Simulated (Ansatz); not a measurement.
Al: enthalpy under pressure, worked through

These are results of DFT r2SCAN, scalar-relativistic, plane waves, PAW in Ansatz, not measurements. Run with 500 eV cutoff, 18×18×18 k-mesh, Gaussian smearing of 0.10 eV, no spin polarisation.

Reference structure (relaxed):

```yaml
crystal:
  lattice:
    - [0.00000, 1.99634, 1.99634]
    - [1.99634, 0.00000, 1.99634]
    - [1.99634, 1.99634, 0.00000]
  atoms:
    - { symbol: Al, position: [0.00000, 0.00000, 0.00000] }
```

Cell and atoms were relaxed at each target pressure within the start's symmetry (Fm-3m), at zero temperature; other phases can be more stable under pressure. H = E + PV with P the target; E is the free energy at the smearing used, whose derivative the pressure is, per atom and counted from zero pressure. The mesh named is that at zero pressure; some other pressures ran on another.

```
P (GPa) V (Å³/atom) E − E0 (meV) H − H0 (meV)
      0       15.912           0.0           0.0
      3       15.423           4.4         293.2
      8       14.783          26.0         764.2
     15       14.066          76.6        1393.5
     30       12.932         230.3        2651.8
     60       11.492         623.9        4927.5
```

Thermodynamics gives dH/dP = V along a relaxed path. Integrate V over P by the trapezoid rule and compare with the computed enthalpies.

With 1 eV/Å³ = 160.22 GPa, each step adds the mean volume times ΔP / 160.22:
| P (GPa) | ∫V dP (meV) | H − H0 (meV) | difference (meV) |
| --- | --- | --- | --- |
| 3 | 293.4 | 293.2 | 0.2 |
| 8 | 764.7 | 764.2 | 0.5 |
| 15 | 1394.9 | 1393.5 | 1.4 |
| 30 | 2658.7 | 2651.8 | 6.9 |
| 60 | 4945.4 | 4927.5 | 17.9 |

V(P) curves upward, so the trapezoid rule runs high; integrating a smooth curve through the same points puts that excess at about 16.6 meV at 60 GPa, against the 17.9 meV found.

At 60 GPa, how much of the enthalpy change is stored energy and how much is the PV term?

E rises by 624 meV/atom and PV is 60 × 11.492 / 160.22 = 4304 meV/atom, so PV makes 87 % of ΔH. So between rival structures at high pressure a small difference in volume can outweigh the difference in energy: 1 % of this volume is worth 43.0 meV/atom at this pressure.

What bulk modulus do the lowest pressures give?

From the pressures that the runs reached, -3.05 GPa (16.489 Å³) and 3.03 GPa (15.423 Å³), B = −ΔP/Δln V = 6.08 / 0.0668 = 91 GPa, a mean over that range.

Compression makes aluminium progressively stiffer: the first 30 GPa removes about twice as much volume as the next 30 GPa. In this nearly free-electron s-p metal, squeezing the valence electrons into less space raises their kinetic energy faster than the electrostatic and exchange-correlation attraction can compensate. The internal energy therefore climbs ever more steeply, although the PV term still dominates the enthalpy.

The close match between integrated volume and enthalpy shows that the energies, pressures and volumes are mutually consistent, but it doesn't test the functional, since an equation of state that is too stiff would pass equally well. Indeed, the bulk modulus of 91 GPa is clearly above the measured value for aluminium, and the zero-pressure volume is smaller than experiment. Missing thermal and zero-point expansion accounts for part of this, but the remainder probably reflects r2SCAN overbinding this simple metal. The absolute volumes, and hence the PV contribution at a given pressure, are then likely somewhat low, most noticeably near zero pressure where the lattice is softest.
